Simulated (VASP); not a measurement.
# InSe (C2/m) in VASP: settings compared, part 2 of 2

VASP 6.6.1.

**5. Born charges and dielectric tensor, PBEsol**

Input file INCAR:

```
SYSTEM = InSe
PREC = Accurate
ENCUT = 520
EDIFF = 1E-8
ISMEAR = 0
SIGMA = 0.02
LREAL = .FALSE.
LASPH = .TRUE.
NELM = 100
ALGO = Normal
ISIF = 2
LWAVE = .FALSE.
LCHARG = .FALSE.
GGA = PS
LEPSILON = .TRUE.
IBRION = 8
```

Input file KPOINTS:

```
regular mesh
0
G
  5 5 5
  0 0 0
```

Input file POSCAR:

```
InSe
1.0
    5.8263928781     -2.0546489550      0.0000000000
    5.8263928781      2.0546489550      0.0000000000
   -1.7232330140      0.0000000000      4.7713478577
In Se
2 2
Direct
    0.8882032500      0.8882032500      0.0468413600
    0.1117967500      0.1117967500      0.9531586400
    0.6609275900      0.6609275900      0.6689556200
    0.3390724100      0.3390724100      0.3310443800
```

Potentials or basis: VASP PAW PBE potentials, release 64 (In_d, Se).

Command:

```console
> cat potpaw_PBE.64/In_d/POTCAR potpaw_PBE.64/Se/POTCAR > POTCAR
> mpirun -np 1 vasp_std > vasp.out
```

OUTCAR:

```text
SYSTEM = InSe
   PREC = Accurate
   ENCUT = 520
   EDIFF = 1E-8
   ISMEAR = 0
   LREAL = .FALSE.
   LASPH = .TRUE.
   NELM = 100
   ISIF = 2
   GGA = PS
   LEPSILON = .TRUE.
   IBRION = 8

 ion  position               nearest neighbor table
   1  0.888  0.888  0.047-   4 2.68   4 2.68   3 2.69   2 2.80   2 3.71   2 3.71
   2  0.112  0.112  0.953-   3 2.68   3 2.68   4 2.69   1 2.80   1 3.71   1 3.71
   3  0.661  0.661  0.669-   2 2.68   2 2.68   1 2.69
   4  0.339  0.339  0.331-   1 2.68   1 2.68   2 2.69

  LATTYP: Found a base centered monoclinic cell.
 ALAT       =    11.6527857562
 B/A-ratio  =     0.3526451096
 C/A-ratio  =     0.4353462338
 COS(beta)  =    -0.3396874117

  Lattice vectors:

 A1 = (   5.8263928781,  -2.0546489550,   0.0000000000)
 A2 = (   5.8263928781,   2.0546489550,   0.0000000000)
 A3 = (  -1.7232330140,   0.0000000000,   4.7713478577)

Analysis of symmetry for initial positions (statically):
=====================================================================
 Subroutine PRICEL returns:
 Original cell was already a primitive cell.

 Routine SETGRP: Setting up the symmetry group for a
 base centered monoclinic supercell.

 Subroutine GETGRP returns: Found  4 space group operations
 (whereof  4 operations were pure point group operations)
 out of a pool of  4 trial point group operations.

The static configuration has the point symmetry C_2h.

Analysis of symmetry for dynamics (positions and initial velocities):
=====================================================================
 Subroutine PRICEL returns:
 Original cell was already a primitive cell.

 Routine SETGRP: Setting up the symmetry group for a
 base centered monoclinic supercell.

 Subroutine GETGRP returns: Found  4 space group operations
 (whereof  4 operations were pure point group operations)
 out of a pool of  4 trial point group operations.

The dynamic configuration has the point symmetry C_2h.

 Subroutine INISYM returns: Found  4 space group operations
 (whereof  4 operations are pure point group operations),
 and found     1 'primitive' translations

----------------------------------------------------------------------------------------

                                     Primitive cell

  volume of cell :     114.2374

  direct lattice vectors                    reciprocal lattice vectors
     5.826392878 -2.054648955  0.000000000     0.085816389 -0.243350573  0.030993681
[... 865 lines left out ...]
          14.742393     0.000000    -0.807645
           0.000000     9.706581     0.000000
          -0.807652     0.000000     8.080836
 ------------------------------------------------------

 PIEZOELECTRIC TENSOR (including local field effects)  for field in x, y, z        (e  Angst)
          XX          YY          ZZ          XY          YZ          ZX
  --------------------------------------------------------------------------------
  x     0.00000     0.00000     0.00000     0.00000     0.00000     0.00000
  y     0.00000     0.00000     0.00000     0.00000     0.00000     0.00000
  z     0.00000     0.00000     0.00000     0.00000     0.00000     0.00000

 PIEZOELECTRIC TENSOR (including local field effects)  for field in x, y, z        (C/m^2)
          XX          YY          ZZ          XY          YZ          ZX
  --------------------------------------------------------------------------------
  x     0.00000     0.00000     0.00000     0.00000     0.00000     0.00000
  y     0.00000     0.00000     0.00000     0.00000     0.00000     0.00000
  z     0.00000     0.00000     0.00000     0.00000     0.00000     0.00000

 BORN EFFECTIVE CHARGES (including local field effects) (in |e|, cummulative output)
 ---------------------------------------------------------------------------------
 ion    1
    1     2.88574     0.00000     0.06362
    2     0.00000     2.80219     0.00000
    3     0.10300     0.00000     1.69599
 ion    2
    1     2.88574     0.00000     0.06362
    2     0.00000     2.80219     0.00000
    3     0.10300     0.00000     1.69599
 ion    3
    1    -2.88574     0.00000    -0.06362
    2     0.00000    -2.80219     0.00000
    3    -0.10300     0.00000    -1.69599
 ion    4
    1    -2.88574     0.00000    -0.06362
    2     0.00000    -2.80219     0.00000
    3    -0.10300     0.00000    -1.69599

 INTERNAL STRAIN TENSOR FOR ION    4 for displacements in x,y,z  (eV/Angst):
          X           Y           Z          XY          YZ          ZX
  --------------------------------------------------------------------------------
  x    -0.91419     3.86342    -1.56653     0.00000     0.00000    -6.28436
  y     0.00000     0.00000     0.00000     3.93499    -8.08076     0.00000
  z    -4.66295    -7.28065   -10.94862     0.00000     0.00000    -2.13884

 SECOND DERIVATIVES (NOT SYMMETRIZED)
 ------------------------------------
               1X          1Y          1Z          2X          2Y          2Z          3X          3Y          3Z          4X          4Y          4Z
  1X    -9.397726    0.000000    0.953616    6.072124    0.000000   -0.848382    1.611783    0.000000    2.090826    1.713819    0.000000   -2.196059
  1Y     0.000000   -4.187265    0.000000    0.000000    0.123054    0.000000    0.000000    0.321664    0.000000    0.000000    3.742547    0.000000
  1Z     0.952214    0.000000   -4.540470   -0.847792    0.000000   -0.507435    1.552239    0.000000    2.110054   -1.656662    0.000000    2.937851
  2X     6.072124    0.000000   -0.848382   -9.397726    0.000000    0.953616    1.713819    0.000000   -2.196059    1.611783    0.000000    2.090826
  2Y     0.000000    0.123054    0.000000    0.000000   -4.187265    0.000000    0.000000    3.742547    0.000000    0.000000    0.321664    0.000000
  2Z    -0.847792    0.000000   -0.507435    0.952214    0.000000   -4.540470   -1.656662    0.000000    2.937851    1.552239    0.000000    2.110054
  3X     1.607658    0.000000    1.549451    1.708982    0.000000   -1.659412   -4.502436    0.000000   -0.357654    1.185796    0.000000    0.467616
  3Y     0.000000    0.319468    0.000000    0.000000    3.739998    0.000000    0.000000   -5.127209    0.000000    0.000000    1.067743    0.000000
  3Z     2.087191    0.000000    2.109895   -2.198596    0.000000    2.939619   -0.355533    0.000000   -6.241006    0.466938    0.000000    1.191492
  4X     1.708982    0.000000   -1.659412    1.607658    0.000000    1.549451    1.185796    0.000000    0.467616   -4.502436    0.000000   -0.357654
  4Y     0.000000    3.739998    0.000000    0.000000    0.319468    0.000000    0.000000    1.067743    0.000000    0.000000   -5.127209    0.000000
  4Z    -2.198596    0.000000    2.939619    2.087191    0.000000    2.109895    0.466938    0.000000    1.191492   -0.355533    0.000000   -6.241006

 Eigenvectors and eigenvalues of the dynamical matrix
 ----------------------------------------------------

   1 f  =    6.374412 THz    40.051609 2PiTHz  212.627481 cm-1    26.362436 meV
             X         Y         Z           dx          dy          dz
     10.269324  0.000000  0.223496     0.589075    0.000000   -0.095324
     -0.339771  0.000000  4.547851    -0.589075   -0.000000    0.095324
      6.548881  0.000000  3.191820    -0.001237    0.000000   -0.379344
      3.380672  0.000000  1.579528     0.001237   -0.000000    0.379344
[... 71 lines left out ...]
  12 f/i=    0.003594 THz     0.022583 2PiTHz    0.119890 cm-1     0.014864 meV
             X         Y         Z           dx          dy          dz
     10.269324  0.000000  0.223496     0.450881    0.000000    0.304271
     -0.339771  0.000000  4.547851     0.450881    0.000000    0.304271
      6.548881  0.000000  3.191820     0.374677    0.000000    0.252474
      3.380672  0.000000  1.579528     0.374677    0.000000    0.252474

--------------------------------------------------------------------------------------------------------

 MACROSCOPIC STATIC DIELECTRIC TENSOR IONIC CONTRIBUTION
 ------------------------------------------------------
           7.959099    -0.000000     0.451311
          -0.000000     6.124353     0.000000
           0.451311     0.000000     1.823390
 ------------------------------------------------------

 ELASTIC MODULI CONTR FROM IONIC RELAXATION (kBar)
 Direction    XX          YY          ZZ          XY          YZ          ZX
 --------------------------------------------------------------------------------
 XX        -199.8695    -89.1449   -174.1452     -0.0000      0.0000    -51.5530
 YY         -89.1449   -325.8946   -299.9521     -0.0000      0.0000     67.6375
 ZZ        -174.1452   -299.9521   -456.8729      0.0000      0.0000   -103.1070
 XY          -0.0000     -0.0000      0.0000   -111.1880    139.7236      0.0000
 YZ           0.0000      0.0000      0.0000    139.7236   -296.1043     -0.0000
 ZX         -51.5530     67.6375   -103.1070      0.0000     -0.0000   -227.6764
 --------------------------------------------------------------------------------

 PIEZOELECTRIC TENSOR IONIC CONTR  for field in x, y, z        (C/m^2)
          XX          YY          ZZ          XY          YZ          ZX
  --------------------------------------------------------------------------------
  x     0.00000     0.00000     0.00000    -0.00000     0.00000     0.00000
  y    -0.00000    -0.00000    -0.00000     0.00000    -0.00000    -0.00000
  z     0.00000    -0.00000    -0.00000    -0.00000     0.00000    -0.00000
```

OSZICAR:

```text
N       E                     dE             d eps       ncg     rms          rms(c)
DAV:   1     0.329683935900E+03    0.32968E+03   -0.17799E+04  1794   0.185E+03
DAV:   2     0.233147667213E+02   -0.30637E+03   -0.30187E+03  1822   0.431E+02
DAV:   3    -0.144754462639E+02   -0.37790E+02   -0.37247E+02  2329   0.159E+02
[... 12 lines left out ...]
RMM:   8    -0.898827658122E-01    0.15769E-05   -0.13348E-07  3286   0.105E-03    0.971E-04
RMM:   9    -0.898837187745E-01   -0.95296E-06   -0.12404E-07  3250   0.577E-04    0.176E-04
RMM:  10    -0.898837497794E-01   -0.31005E-07    0.20558E-07  3611   0.213E-04    0.114E-04
RMM:  11    -0.898837192282E-01    0.30551E-07   -0.83450E-08  3390   0.914E-05    0.436E-05
RMM:  12    -0.898836977679E-01    0.21460E-07    0.20280E-08  3468   0.475E-05    0.371E-05
RMM:  13    -0.898837040192E-01   -0.62513E-08   -0.16446E-09  3634   0.254E-05    0.125E-05
 Linear response finished
```

stdout:

```text
POSCAR found type information on POSCAR InSe
 POSCAR found :  2 types and       4 ions
 scaLAPACK will be used
 -----------------------------------------------------------------------------
|                                                                             |
|                                                                             |
|     You enforced a specific xc type in the INCAR file but a different       |
[... 55 lines left out ...]
 force on displaced ion       3 direction 2 :   0.002  -5.127   0.002
 Born effective charge ion    3 direction 2 :  -0.002  -2.855  -0.000
 Linear response progress:
 first order change of Fermi-energy  -0.53240E+01
 force on displaced ion       3 direction 3 :  -0.356   0.000  -6.241
 Born effective charge ion    3 direction 3 :  -0.058   0.000  -1.692
 Born effective charges drift removed
 Linear response finished
```

It took 71 min on 1 thread of Intel Xeon Platinum 8375C at 2.90GHz (Ice Lake), shared host; peak memory 0.78 GiB.

What came out:

```yaml
Band_gap_on_the_k_mesh: 1.16 eV, direct
Electronic_dielectric_tensor_diagonal: 14.74, 9.71, 8.08
Born_charges_mean_of_the_diagonal: In +2.46; Se -2.46 e
Highest_phonon_frequency_at_Γ_LO-TO_splitting_left_out: 213 cm⁻¹
```

Phonon frequencies in cm⁻¹ (negative: imaginary):
| q point | frequencies |
| --- | --- |
| (0.000, 0.000, 0.000) | 0 0 0 59 67 131 139 154 160 164 171 213 |

Electronic dielectric tensor:
```
14.74  0.00 -0.81
 0.00  9.71  0.00
-0.81  0.00  8.08
```

Born effective charge tensors (e):
atom 1, In
```
2.89 0.00 0.06
0.00 2.80 0.00
0.10 0.00 1.70
```
atom 2, In
```
2.89 0.00 0.06
0.00 2.80 0.00
0.10 0.00 1.70
```
atom 3, Se
```
-2.89  0.00 -0.06
 0.00 -2.80  0.00
-0.10  0.00 -1.70
```
atom 4, Se
```
-2.89  0.00 -0.06
 0.00 -2.80  0.00
-0.10  0.00 -1.70
```

Caveat: spin-orbit coupling is left out, which moves the levels of the heavy elements; an odd mesh through Γ misses points on the zone boundary, where band edges often lie. A hybrid or GW would open this gap; PBEsol tends to underestimate it.
